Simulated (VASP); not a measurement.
Write the native input for VASP 6.6.1 that does the following.

```
Task                   : single point
Functional             : PBE
Potentials or basis    : VASP PAW PBE potentials, release 64 (O, H, N)
Cutoff                 : 520 eV
k mesh                 : 1 × 1 × 1
Occupations            : fermi-dirac, width 0.02 eV
Spin                   : no spin polarisation
Dipole correction      : no
Further INCAR settings : LREAL = Auto; ALGO = Normal; EDIFF = 1e-07; NBANDS = 67
```

The structure of H23NO10 lies in POSCAR:

```
H23NO10
1.0
    7.1977620000      0.0000000000      0.0000000000
    0.0000000000      7.1977620000      0.0000000000
    0.0000000000      0.0000000000      7.1977620000
O H N
10 23 1
Direct
    0.0654370067      0.4245208441      0.4132534529
    0.2316831259      0.1935740582      0.6888113277
    0.6064385013      1.0888801269      0.8556826414
    0.6170529117      0.4300225542      0.6582184851
    0.2568298313     -0.2554821902      0.6003949561
    0.4364967889      0.4728553125      0.9980046576
    0.7035103411      1.1728228858      0.2666523289
    0.9485170529      0.9491700337      0.7956778788
    0.6108287548      0.7831323125      0.2372126225
    0.3003294635      0.1006423941      0.0388037282
    0.0106421968      0.3299219952      0.3241702074
    0.1728176064      0.4901523557      0.3243091394
    0.2027018954      0.3038027654      0.6215543109
    0.3082624849      0.1361534321      0.5952544694
    0.6617195734      1.0534524481      0.9685093783
    0.5124648467      0.9794711189      0.8285353142
    0.6254999818      0.3026218427      0.6943130379
    0.5443219712      0.4651306892      0.7786448065
    0.2060779448     -0.3781175315      0.6391847911
    0.1642316042     -0.1661071872      0.6684022061
    0.5145905074      0.5758734451      1.0388229008
    0.4938062692      0.3595700997      1.0057570673
    0.6872552885      1.3130192413      0.2838660128
    0.5671624041      1.1116649870      0.2903680338
    1.0282640632      1.0556197885      0.8263124010
    0.8418172204      0.9819441098      0.7136107029
    0.6556204554      0.6715281778      0.2974118900
    0.4808716932      0.7460791285      0.2219856672
    0.2990512884      0.1745542573     -0.0835676423
    0.2296130381      0.1738179173      0.1390154329
    0.9027389347      0.6679437303      1.1425218005
    1.0399760370      0.5869185450      0.9789014974
    0.8132944657      0.5183555666      1.0064934073
    0.9382082931      0.5420434852      1.0713330060
```

The cell was built by a generator and needn't be a form met in nature.

The input as run:

INCAR

```
ALGO     = Normal         # electronic algorithm
EDIFF    = 1E-7           # SCF threshold, eV
ENCUT    = 520            # plane-wave cutoff, eV
GGA      = PE             # functional
ISIF     = 2              # what is computed and relaxed
ISMEAR   = -1             # smearing method
LASPH    = True           # aspherical terms in the spheres
LCHARG   = False          # write CHGCAR
LREAL    = Auto         
LWAVE    = False          # write WAVECAR
NBANDS   = 67             # bands
NELM     = 100            # most SCF steps
PREC     = Accurate       # precision mode
SIGMA    = 0.02           # smearing width, eV
```

KPOINTS

```
k-points
0
Gamma
  1 1 1
```

Potentials or basis: VASP PAW PBE potentials, release 64 (O, H, N).

Launch:

```bash
$ cat potpaw_PBE.64/O/POTCAR potpaw_PBE.64/H/POTCAR potpaw_PBE.64/N/POTCAR > POTCAR
$ mpirun -np 1 vasp_gam > vasp.out
```

Results of the run:

```
Pressure               : -1.7 GPa
Largest force          : 4.277 eV/Å
Band gap on the k mesh : 3.30 eV, direct
```

It took 44 s on 1 thread of Intel(R) Xeon(R) Platinum 8488C (Sapphire Rapids) (shared host), peak memory 0.35 GiB.
